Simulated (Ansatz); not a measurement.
# NbSi2N4 bilayer (AA') in a perpendicular field, part 2 of 4

Wanted: the out-of-plane response of the NbSi2N4 bilayer (AA'). A positive field points along +c.

Ansatz 0.2.0; plane-wave DFT, PBE-D3(BJ), Ansatz PAW.

So far. Step 2 (Relaxation): The lattice constant a goes from 2.920 to 2.951 Å.

### 3. Single point, field 0

A sawtooth potential applies the field, turning back in the middle of the vacuum. With the dipole correction the typed value is the field outside the slab. The induced dipole is small, so the SCF threshold is tight.

The cell differs from the one that the last finished run ended in (c 66.017 → 34.767 Å).

input.yaml

```yaml
crystal:
  lattice:
    - [2.9511615299, 0.0, 0.0]
    - [-1.475580765, 2.5557808556, 0.0]
    - [0.0, 0.0, 34.7672626556]
  atoms:
    - { symbol: "N", position: [0.0, 0.0, 0.2588642105], spin: 0.01 }
    - { symbol: Si, position: [0.3333333333, 0.6666666667, 0.2733463048] }
    - { symbol: "N", position: [0.3333333333, 0.6666666667, 0.3235995255], spin: 0.01 }
    - { symbol: Nb, position: [0.0, 0.0, 0.3597423347], spin: 0.35 }
    - { symbol: "N", position: [0.3333333333, 0.6666666667, 0.3958582555], spin: 0.01 }
    - { symbol: Si, position: [0.3333333333, 0.6666666667, 0.4460714386] }
    - { symbol: "N", position: [0.0, 0.0, 0.4602975951], spin: 0.01 }
    - { symbol: "N", position: [0.3333333333, 0.6666666667, 0.5397024068], spin: -0.01 }
    - { symbol: Si, position: [0.0, 0.0, 0.5539285625] }
    - { symbol: "N", position: [0.0, 0.0, 0.6041417439], spin: -0.01 }
    - { symbol: Nb, position: [0.3333333333, 0.6666666667, 0.6402576654], spin: -0.35 }
    - { symbol: "N", position: [0.0, 0.0, 0.6764004755], spin: -0.01 }
    - { symbol: Si, position: [0.0, 0.0, 0.7266536949] }
    - { symbol: "N", position: [0.3333333333, 0.6666666667, 0.7411357895], spin: -0.01 }
magnetization:
  spin_polarized: true
kpoints:
  mp_grid: { grid: [18, 18, 1] }
  band_path:
    path: [[0, 0, 0], [0.5, 0, 0], [0.33333333, 0.33333333, 0], [0, 0, 0]]
    npoints: 16
hamiltonian:
  xc: pbe
  dispersion: d3bj
scf:
  occupations: { method: fermi_dirac, width: 0.02585 }
  convergence: { dr2_threshold: 1.0e-10 }
efield:
  axis: 3
  dipole_correction: true
  ramp_position: 0.97
  ramp_width: 0.06
  amplitude: 0
output:
  dos: { projected: true, e_range: [-6, 5] }
  bader: true
  write_potential: true
  write_density: true
  volumetric_format: npy
  elf: true
```

Command:

```
$ ansatz run input.yaml --threads 8 --pin off --max-ram 12288MiB --backend cpu --events-out ev --progress --plain --runs-dir out
```

Numbers of over 12 decimals in the logs are rounded to 6 here.

The program printed:

```text
[...]
Crystal: 14 atoms, lattice volume = 262.233 Å³
Basis set: ecut = 420 eV, 5049 PW (Γ)
Bands: 56, of which v1, the nominal top of the filled ones, is band 41 counted from 1 (40 counted from 0)
Symmetry: 6 space group operations
k-points: 37 of 324 (time reversal used)
[...]
Starting moments: Σ|m| = 0.78 μB on 10 of 14 sites
[...]
SCF iter   1: F=—  HF=-14684.177289 eV  |F-HF|=—  |Δ(HF+E_count)|=         —  Δρ=4.65e-2 (↑4.65e-2 ↓4.65e-2)  dr2=2.93e1  dr2_m=2.58e-2  M=0.001 μB ∫|m|=0.247 μB  β_m=0.30  ethr=3.10e-3  p=0.000 e·Å  D=2.35e-14 V/Å  ΔV_dip=-0.00 eV  dr2_dipole=6.47e-7  V_vac-E_F(+/−)=6.47/6.47 eV  ⟨swp⟩=8.4  Hψ=21567  notcnv=0  defer=282
[...]
efield: sawtooth ramp at fractional position 0.9700 (set: `efield.ramp_position`, or a place that a band, a saddle search or an elastic batch's reference lends), width 0.0600; the density the first Hamiltonian is built on has a dipole p = 0.000 e·Å; the dipole correction subtracts the counter field D = 2.35e-14 V/Å, which shifts the + side's vacuum level by -0.00 eV against the − side's; the planar-averaged density in the ramp window peaks in size at 4.5e-7 e/Å³
[...]
SCF iter   2: F=—  HF=-14713.966041 eV  |F-HF|=—  |Δ(HF+E_count)|=    2.98e1  Δρ=2.25e-2 (↑2.25e-2 ↓2.25e-2)  dr2=6.37e0  dr2_m=9.91e-3  M=0.005 μB ∫|m|=0.272 μB  β_m=0.41  ethr=3.10e-3  p=-0.000 e·Å  D=-6.26e-5 V/Å  ΔV_dip=0.00 eV  dr2_dipole=2.02e-3  V_vac-E_F(+/−)=5.84/5.84 eV  ⟨swp⟩=4.1  Hψ=10829  notcnv=0  defer=636
density mixer auto → msr1: a metal under ldos (density of states about μ 0.85 of a free-electron gas's, 24 screened modes)
SCF iter   3: F=—  HF=-14734.730165 eV  |F-HF|=—  |Δ(HF+E_count)|=    2.08e1  Δρ=1.31e-2 (↑1.31e-2 ↓1.31e-2)  dr2=9.90e-1  dr2_m=1.14e-3  M=0.010 μB ∫|m|=0.391 μB  β_m=0.59  ethr=3.10e-3  p=-0.000 e·Å  D=-3.10e-4 V/Å  ΔV_dip=0.01 eV  dr2_dipole=2.07e-3  V_vac-E_F(+/−)=5.71/5.70 eV  ⟨swp⟩=3.9  Hψ=10345  notcnv=0  defer=628
[...]
SCF iter  18: F=-14736.757443 eV  HF=-14736.757443 eV  |F-HF|=9.28e-11  |Δ(HF+E_count)|=  9.28e-11  Δρ=8.45e-8 (↑8.45e-8 ↓6.70e-8)  dr2=5.54e-11  dr2_m=2.51e-12  M=-0.000 μB ∫|m|=1.791 μB  ethr=1.00e-12  p=0.000 e·Å  D=2.88e-6 V/Å  ΔV_dip=-0.00 eV  dr2_dipole=1.19e-11  V_vac-E_F(+/−)=5.40/5.40 eV  ⟨swp⟩=16.5  Hψ=23399  notcnv=0
SCF 1 converged in 18 iterations: F = -14736.757443 eV  dr2 = 5.54e-11
[...]
NSCF: frozen V_eff on 49 k-points
efield: sawtooth ramp at fractional position 0.9700 (kept from the solve that this one continues, or follows in the run), width 0.0600; the density the first Hamiltonian is built on has a dipole p = 0.000 e·Å; the dipole correction subtracts the counter field D = 2.88e-6 V/Å, which shifts the + side's vacuum level by -0.00 eV against the − side's; the planar-averaged density in the ramp window peaks in size at 1.1e-7 e/Å³
SCF converged after 18 iterations
Magnetization: -0.0000 μB (41.0000 up, 41.0000 down)
Absolute magnetization: 1.7924 μB (∫|ρ↑−ρ↓|, with the PAW one-centre terms)
[...]
Per-site moments (μB) at R_I (Å): [(0.00813629, 0.732885), (0.00377026, 0.720706), (0.00723579, 0.720706), (0.358740, 0.873076), (0.00727514, 0.720132), (0.0037305, 0.720132), (0.00753151, 0.731854), (-0.00753144, 0.731854), (-0.00373051, 0.720132), (-0.00727513, 0.720132), (-0.358742, 0.873076), (-0.00723555, 0.720706), (-0.00377025, 0.720706), (-0.00813616, 0.732885)]
Free energy (F): -14736.757443 eV
[...]
Internal energy: -14736.749311 eV  (E = F + TS)
E sigma→0 (E₀):  -14736.753377 eV
Entropy (-TS):   -0.008131 eV (-0.581 meV/atom)
Fermi energy:    4.243698 eV
Dipole field:    D = 0.000007 V/Å  (p = 0.000010 e·Å, saw-weighted, corrected)
Work function:   Φ+ = 5.4016 eV   Φ− = 5.4018 eV
Levels:          The Fermi level and band energies are counted from a zero that moves with the ramp; work functions are not
[...]
--- Band table (eV; the first three rows and the last of 74) ---
  k-point 0 ↑: bands = [... 37 lower, 2.1242, 2.1242, 2.4966, 4.4962, 5.2173, 7.4977, 7.4977, 7.8606, ... 11 higher]
  k-point 1 ↑: bands = [... 37 lower, 2.0650, 2.1849, 2.5246, 4.4711, 5.2038, 7.3243, 7.4967, 7.6105, ... 11 higher]
  k-point 2 ↑: bands = [... 37 lower, 1.9449, 2.2450, 2.5261, 4.3259, 5.0844, 7.1847, 7.4758, 7.4975, ... 11 higher]
  k-point 36 ↓: bands = [... 37 lower, 2.3253, 3.0317, 3.0735, 4.0979, 4.9149, 6.6437, 7.4689, 8.0195, ... 11 higher]
--- Bader charges: 14 sites ---
  site symbol  charge [e]  shift [e]    m [muB]
     0      N     -2.2870     0.0094     0.0145
     1     Si      3.0711     0.0125     0.0049
     2      N     -1.7772     0.0029     0.0755
     3     Nb      1.9864     0.0004     0.6909
     4      N     -1.7783     0.0029     0.0755
     5     Si      3.0759     0.0126     0.0048
     6      N     -2.2909     0.0096     0.0132
     7      N     -2.2909     0.0096    -0.0132
     8     Si      3.0759     0.0126    -0.0048
     9      N     -1.7783     0.0029    -0.0755
    10     Nb      1.9864     0.0004    -0.6909
    11      N     -1.7772     0.0029    -0.0755
    12     Si      3.0711     0.0125    -0.0049
    13      N     -2.2871     0.0095    -0.0145
  estimated error of the sums over rays = 7.8e-4 e
```

The job ended after 68 s (8 threads of Arm Neoverse V1, shared host; peak memory 1.8 GiB; 8.9 min of CPU time).

Numbers from this step:

| Quantity | Value |
| --- | --- |
| energy at zero smearing | -14736.7534 eV |
| work function, upper face | 5.402 eV |
| dipole along the normal | 1.00e-5 e·Å |

Running mean over a fixed 2.8 Å (it still follows the layers) of the planar mean; the ramp of the sawtooth is left out. Table of electron's electrostatic potential energy less the Fermi level by z:

| z (Å) | electron's electrostatic potential energy less the Fermi level (eV) |
| --- | --- |
| 4 | 5.40 |
| 5 | 5.40 |
| 6 | 5.38 |
| 7 | 4.84 |
| 8 | -1.73 |
| 9 | -7.65 |
| 10 | -9.71 |
| 11 | -8.55 |
| 12 | -12.5 |
| 13 | -12.5 |
| 14 | -8.64 |
| 15 | -9.77 |
| 16 | -7.79 |
| 17 | -3.20 |
| 18 | -4.51 |
| 19 | -8.18 |
| 20 | -9.65 |
| 21 | -9.40 |
| 22 | -13.1 |
| 23 | -11.6 |
| 24 | -8.36 |
| 25 | -9.28 |
| 26 | -6.96 |
| 27 | 0.436 |
| 28 | 5.14 |
| 29 | 5.39 |
| 30 | 5.40 |
| 31 | 5.40 |

The density of states has structure finer than the step of the table below, so its rows give means over 0.2 eV, whole bins alone (the curve runs from -6 to 1.99 eV). Peaks (eV: height): total -5.94: 19.5, -5.45: 11.5, -5.34: 16.0, -3.22: 11.2, -2.22: 12.9, -1.95: 18.7, 0.04: 15.9; up -5.94: 9.75, -5.45: 5.76, -5.34: 7.99, -3.22: 5.60, -2.22: 6.45, -1.95: 9.36, 0.04: 7.95; down -5.94: 9.75, -5.45: 5.76, -5.34: 7.99, -3.22: 5.60, -2.22: 6.45, -1.95: 9.36, 0.04: 7.95.

Table of density of states by energy, zero at the Fermi level; means over each step; values in states/eV a cell:

| energy (eV) | total | up | down |
| --- | --- | --- | --- |
| -5.8 | 7.41 | 3.70 | 3.70 |
| -5.6 | 7.50 | 3.75 | 3.75 |
| -5.4 | 11.1 | 5.56 | 5.56 |
| -5.2 | 9.33 | 4.67 | 4.67 |
| -5.0 | 7.97 | 3.99 | 3.99 |
| -4.8 | 8.00 | 4.00 | 4.00 |
| -4.6 | 7.94 | 3.97 | 3.97 |
| -4.4 | 5.99 | 3.00 | 3.00 |
| -4.2 | 4.95 | 2.48 | 2.48 |
| -4.0 | 4.33 | 2.17 | 2.17 |
| -3.8 | 4.21 | 2.10 | 2.10 |
| -3.6 | 5.91 | 2.95 | 2.95 |
| -3.4 | 7.17 | 3.58 | 3.58 |
| -3.2 | 8.75 | 4.37 | 4.37 |
| -3.0 | 6.85 | 3.43 | 3.43 |
| -2.8 | 7.79 | 3.89 | 3.89 |
| -2.6 | 8.78 | 4.39 | 4.39 |
| -2.4 | 7.10 | 3.55 | 3.55 |
| -2.2 | 10.9 | 5.45 | 5.45 |
| -2.0 | 11.6 | 5.79 | 5.79 |
| -1.8 | 7.15 | 3.58 | 3.58 |
| -1.6 | 2.01 | 1.01 | 1.01 |
| -1.4 | 1.70 | 0.848 | 0.848 |
| -1.2 | 0.915 | 0.458 | 0.458 |
| -1.0 | 0 | 0 | 0 |
| -0.8 | 4.08 | 2.04 | 2.04 |
| -0.6 | 2.88 | 1.44 | 1.44 |
| -0.4 | 1.39 | 0.695 | 0.695 |
| -0.2 | 0.778 | 0.389 | 0.389 |
| 0.0 | 4.33 | 2.17 | 2.17 |
| 0.2 | 3.92 | 1.96 | 1.96 |
| 0.4 | 1.49 | 0.744 | 0.744 |
| 0.6 | 0.890 | 0.445 | 0.445 |
| 0.8 | 0.456 | 0.228 | 0.228 |
| 1.0 | 0.264 | 0.132 | 0.132 |
| 1.2 | 0 | 0 | 0 |

Projected DOS per atom over height of the atomic layer and energy from the Fermi level. Layers: N Si N Nb N Si N N Si N Nb N Si N from below.

Ten even steps from '_' (0.00 states/eV) to '@' (1.41 states/eV), each cell a mean:
```
____________________________
____________________________
____________________________
______..____________..______
______++____________++______
______@@____________@@______
______--____________--______
______@@____________@@______
____________________________
..__..__..__....__..__..__..
==__**..**__****__**..**__==
##__@@--@@__++++__@@--@@__##
++__**--**__----__**--**__++
++__**==++__----__++==**__++
--__**==**__====__**==**__--
::__==--==__----__==--==__::
--__::::::__::::__::::::__--
==__------__====__------__==
++..++==++..++++..++==++..++
##::==::==..****..==::==::##
**::++==**--####--**==++::**
==::++--++::====::++--++::==
```
Columns: height of the atomic layer (Å) from 9 to 25.8 (not evenly spaced); rows upwards: energy from the Fermi level (eV) from -5.96 to 1.96.

Projected DOS per atom, spin up over height of the atomic layer and energy from the Fermi level. Layers: N Si N Nb N Si N N Si N Nb N Si N from below.

Values in states/eV, 22 rows by 14 columns, each cell a mean:
```
0.00 0.00 0.00 0.00 0.00 0.00 0.00 0.00 0.00 0.00 0.00 0.00 0.00 0.00
0.00 0.00 0.00 0.00 0.00 0.00 0.00 0.00 0.00 0.00 0.00 0.00 0.00 0.00
0.00 0.00 0.00 0.00 0.00 0.00 0.00 0.00 0.00 0.00 0.04 0.00 0.00 0.00
0.00 0.00 0.00 0.00 0.00 0.00 0.00 0.01 0.01 0.02 0.23 0.02 0.01 0.01
0.00 0.00 0.01 0.03 0.01 0.00 0.00 0.01 0.01 0.06 0.72 0.06 0.01 0.01
0.01 0.01 0.02 0.15 0.02 0.01 0.01 0.03 0.02 0.09 1.19 0.09 0.02 0.03
0.01 0.01 0.06 0.49 0.06 0.01 0.01 0.00 0.00 0.00 0.00 0.00 0.00 0.00
0.05 0.02 0.13 1.36 0.14 0.02 0.05 0.01 0.00 0.00 0.00 0.00 0.00 0.00
0.02 0.00 0.02 0.00 0.02 0.00 0.02 0.02 0.00 0.03 0.00 0.03 0.00 0.03
0.11 0.00 0.10 0.01 0.10 0.00 0.10 0.11 0.00 0.10 0.01 0.11 0.00 0.11
0.28 0.01 0.39 0.09 0.39 0.01 0.42 0.52 0.01 0.52 0.12 0.53 0.01 0.38
0.55 0.02 0.69 0.22 0.69 0.02 0.42 0.35 0.02 0.72 0.24 0.71 0.02 0.53
0.35 0.02 0.46 0.27 0.47 0.02 0.27 0.29 0.02 0.46 0.28 0.49 0.02 0.37
0.39 0.03 0.46 0.28 0.35 0.02 0.22 0.27 0.02 0.42 0.29 0.49 0.03 0.38
0.26 0.03 0.43 0.34 0.49 0.03 0.37 0.33 0.03 0.49 0.32 0.45 0.03 0.23
0.20 0.03 0.35 0.28 0.39 0.03 0.27 0.20 0.03 0.31 0.21 0.26 0.02 0.14
0.24 0.04 0.18 0.20 0.18 0.03 0.18 0.20 0.03 0.20 0.21 0.20 0.04 0.26
0.29 0.06 0.18 0.24 0.19 0.06 0.28 0.30 0.06 0.28 0.28 0.28 0.07 0.30
0.38 0.12 0.37 0.37 0.36 0.10 0.36 0.36 0.10 0.38 0.27 0.38 0.12 0.38
0.50 0.16 0.32 0.24 0.31 0.13 0.42 0.44 0.13 0.27 0.17 0.31 0.18 0.55
0.47 0.19 0.41 0.32 0.44 0.22 0.56 0.54 0.21 0.44 0.30 0.39 0.18 0.42
0.33 0.18 0.41 0.28 0.36 0.17 0.32 0.35 0.19 0.35 0.25 0.38 0.20 0.35
```
Columns: height of the atomic layer (Å) from 9 to 25.8 (not evenly spaced); rows upwards: energy from the Fermi level (eV) from -5.96 to 1.96.

Projected DOS per atom, spin down over height of the atomic layer and energy from the Fermi level. Layers: N Si N Nb N Si N N Si N Nb N Si N from below.

Values in states/eV, 22 rows by 14 columns, each cell a mean:
```
0.00 0.00 0.00 0.00 0.00 0.00 0.00 0.00 0.00 0.00 0.00 0.00 0.00 0.00
0.00 0.00 0.00 0.00 0.00 0.00 0.00 0.00 0.00 0.00 0.00 0.00 0.00 0.00
0.00 0.00 0.00 0.04 0.00 0.00 0.00 0.00 0.00 0.00 0.00 0.00 0.00 0.00
0.01 0.01 0.02 0.23 0.02 0.01 0.01 0.00 0.00 0.00 0.00 0.00 0.00 0.00
0.01 0.01 0.06 0.72 0.06 0.01 0.01 0.00 0.00 0.01 0.03 0.01 0.00 0.00
0.03 0.02 0.09 1.19 0.09 0.02 0.03 0.01 0.01 0.02 0.15 0.02 0.01 0.01
0.00 0.00 0.00 0.00 0.00 0.00 0.00 0.01 0.01 0.06 0.49 0.06 0.01 0.01
0.00 0.00 0.00 0.00 0.00 0.00 0.01 0.05 0.02 0.14 1.36 0.13 0.02 0.05
0.03 0.00 0.03 0.00 0.03 0.00 0.02 0.02 0.00 0.02 0.00 0.02 0.00 0.02
0.11 0.00 0.11 0.01 0.10 0.00 0.11 0.10 0.00 0.10 0.01 0.10 0.00 0.11
0.38 0.01 0.53 0.12 0.52 0.01 0.52 0.42 0.01 0.39 0.09 0.39 0.01 0.28
0.53 0.02 0.71 0.24 0.72 0.02 0.35 0.42 0.02 0.69 0.22 0.69 0.02 0.55
0.37 0.02 0.49 0.28 0.46 0.02 0.29 0.27 0.02 0.47 0.27 0.46 0.02 0.35
0.38 0.03 0.49 0.29 0.42 0.02 0.27 0.22 0.02 0.35 0.28 0.46 0.03 0.39
0.23 0.03 0.45 0.32 0.49 0.03 0.33 0.37 0.03 0.49 0.34 0.43 0.03 0.26
0.14 0.02 0.26 0.21 0.31 0.03 0.20 0.27 0.03 0.39 0.28 0.35 0.03 0.20
0.26 0.04 0.20 0.21 0.20 0.03 0.20 0.18 0.03 0.18 0.20 0.18 0.04 0.24
0.30 0.07 0.28 0.28 0.28 0.06 0.30 0.28 0.06 0.19 0.24 0.18 0.06 0.29
0.38 0.12 0.38 0.27 0.38 0.10 0.36 0.36 0.10 0.36 0.37 0.37 0.12 0.38
0.55 0.18 0.31 0.17 0.27 0.13 0.44 0.42 0.13 0.31 0.24 0.32 0.16 0.50
0.42 0.18 0.39 0.30 0.44 0.21 0.54 0.56 0.22 0.44 0.32 0.41 0.19 0.47
0.35 0.20 0.38 0.25 0.35 0.19 0.35 0.32 0.17 0.36 0.28 0.41 0.18 0.33
```
Columns: height of the atomic layer (Å) from 9 to 25.8 (not evenly spaced); rows upwards: energy from the Fermi level (eV) from -5.96 to 1.96.

Deep bands are left out, so band numbers here count from the lowest band kept and differ from the log's. Electronic bands along the path, in eV, zero at the Fermi level; # counts the bands kept:

```csv
point,up #23,up #24,up #25,up #26,down #23,down #24,down #25,down #26
Γ,-2.12,-1.75,0.25,0.97,-2.12,-1.75,0.25,0.97
halfway,-2.25,-1.92,-0.67,0.17,-2.25,-1.92,-0.67,0.17
M,-1.74,-1.69,-0.70,0.11,-1.74,-1.69,-0.70,0.11
halfway,-1.68,-1.52,-0.50,0.30,-1.68,-1.52,-0.50,0.30
K,-1.21,-1.17,-0.15,0.67,-1.21,-1.17,-0.15,0.67
halfway,-2.19,-1.93,-0.81,0.05,-2.19,-1.93,-0.81,0.05
Γ,-2.12,-1.75,0.25,0.97,-2.12,-1.75,0.25,0.97
```

Spin density in the ca plane at fractional y = 0.667, with atoms of Si and N and Nb within 0.2 Å of it.

Values in units of 1e-2 e/Å³, 5 rows by 16 columns, each cell a mean:
```
0.0 0.0 0.0 0.0 0.0 0.0 0.0 0.1 0.0 0.2 1.5 9.4 1.1 0.1 0.0 0.1
0.0 0.0 0.0 0.0 0.0 0.0 0.0 0.0 0.1 0.2 1.1 6.5 0.7 0.2 0.0 0.0
0.0 0.0 0.0 0.0 0.0 0.0 0.0 0.0 0.2 0.9 0.1 0.9 0.2 0.9 0.1 0.0
0.0 0.0 0.0 0.0 0.0 0.0 0.0 0.1 0.2 1.4 0.2 0.1 0.5 1.3 0.1 0.0
0.0 0.0 0.0 0.0 0.0 0.0 0.0 0.0 0.1 0.3 0.7 4.2 0.4 0.3 0.1 0.0
```
Columns run along c (16.0 Å, from fractional 0.04 to 0.50 of the cell), rows up along a (3.0 Å). Atoms in or near the plane, at fractional coordinates: Si at (0.27, 0.33), N at (0.32, 0.33), N at (0.40, 0.33), Si at (0.45, 0.33).

Electrostatic potential energy in the ca plane at fractional y = 0.667, with atoms of Si and N and Nb within 0.2 Å of it. With pseudopotentials it is smooth inside the atoms' cores, unlike the true potential.

Ten even steps from '0' (-55 eV) to '9' (10 eV), each cell a mean:
```
99999999999999999999988899998765689999988899
99999999999999999999988899998765689999988899
99999999999999999999987788998876788998877899
99999999999999999999863358755788875687423689
99999999999999999999730026400588840156100489
99999999999999999999730026400588840056100479
99999999999999999999852247744788874577423689
99999999999999999999987788998877788998767899
```
Columns run along c (16.0 Å, from fractional 0.04 to 0.50 of the cell; values clipped at the 3rd and 97th percentile), rows up along a (3.0 Å). Atoms in or near the plane, at fractional coordinates: Si at (0.27, 0.33), N at (0.32, 0.33), N at (0.40, 0.33), Si at (0.45, 0.33).

ELF of down spins in the ca plane at fractional y = 0.667, with atoms of Si and N and Nb within 0.2 Å of it. It is the smooth field of the valence electrons, not physical close to the nuclei.

Values, 5 rows by 16 columns, each cell a mean:
```
0.00 0.00 0.00 0.10 0.51 0.67 0.20 0.14 0.35 0.21 0.12 0.41 0.67 0.19 0.18 0.32
0.00 0.00 0.00 0.06 0.42 0.69 0.30 0.51 0.25 0.34 0.44 0.43 0.66 0.14 0.47 0.61
0.00 0.00 0.00 0.01 0.19 0.30 0.55 0.66 0.42 0.62 0.71 0.34 0.32 0.14 0.76 0.67
0.00 0.00 0.00 0.01 0.14 0.22 0.60 0.51 0.45 0.58 0.64 0.38 0.20 0.16 0.74 0.57
0.00 0.00 0.00 0.04 0.34 0.62 0.39 0.70 0.27 0.48 0.63 0.41 0.60 0.12 0.63 0.72
```
Columns run along c (16.0 Å, from fractional 0.11 to 0.57 of the cell), rows up along a (3.0 Å). Atoms in or near the plane, at fractional coordinates: Si at (0.27, 0.33), N at (0.32, 0.33), N at (0.40, 0.33), Si at (0.45, 0.33), N at (0.54, 0.33).

The work function of the upper face is 5.40 eV.

### 4. Single point, field 0.03 V/Å

Edit input.yaml of step 3 so:

```diff
@@ -38,6 +38,4 @@
   ramp_width: 0.06
-  amplitude: 0
+  amplitude: 0.03
 output:
-  dos: { projected: true, e_range: [-6, 5] }
-  bader: true
   write_potential: true
@@ -45,2 +43 @@
   volumetric_format: npy
-  elf: true
```

The program printed:

```text
[...]
Crystal: 14 atoms, lattice volume = 262.233 Å³
Basis set: ecut = 420 eV, 5049 PW (Γ)
Bands: 56, of which v1, the nominal top of the filled ones, is band 41 counted from 1 (40 counted from 0)
Symmetry: 6 space group operations
k-points: 37 of 324 (time reversal used)
[...]
Starting moments: Σ|m| = 0.78 μB on 10 of 14 sites
[...]
k-point 1 ↑: bands = [... 37 lower, 2.0655, 2.1848, 2.5247, 4.4710, 5.2052, 7.3226, 7.4968, 7.6138, ... 11 higher]
  k-point 2 ↑: bands = [... 37 lower, 1.9452, 2.2448, 2.5263, 4.3262, 5.0854, 7.1826, 7.4790, 7.4977, ... 11 higher]
  k-point 36 ↓: bands = [... 37 lower, 2.3204, 3.0359, 3.0693, 4.0969, 4.9147, 6.6424, 7.4687, 8.0210, ... 11 higher]
[key lines of the parts left out:]
SCF converged after 18 iterations
Magnetization: -0.0027 μB (40.9987 up, 41.0013 down)
Free energy (F): -14736.757776 eV
Fermi energy:    4.243680 eV
Dipole field:    D = 0.015329 V/Å  (p = 0.022215 e·Å, saw-weighted, corrected)
```

It took 54 s on 8 threads; peak memory 1.8 GiB; 7.1 min of CPU time.

The dipole is 0.0222 e·Å.

[end of part 2 of 4]

[Logs are printed without paths, hosts, clocks, repeated set-up lines and the standing remarks that a program may print on its own settings, such as how far it seeks lower states.]

[Hosts, paths, dates, database ids (printed as entryN), source tags and the programs' standing remarks are cut or masked in the printed files.]

[Maps of the electrostatic potential energy from Ansatz leave out the sawtooth potential of an applied field or a dipole correction, so their vacuum need not be flat; planar profiles and work functions include it.]

[The density of states shown here was stored with 400 of the rows of the run's finer table, so its peaks can read low, often by over a quarter, or be missed, and its means over a window can be off by a tenth or more.]
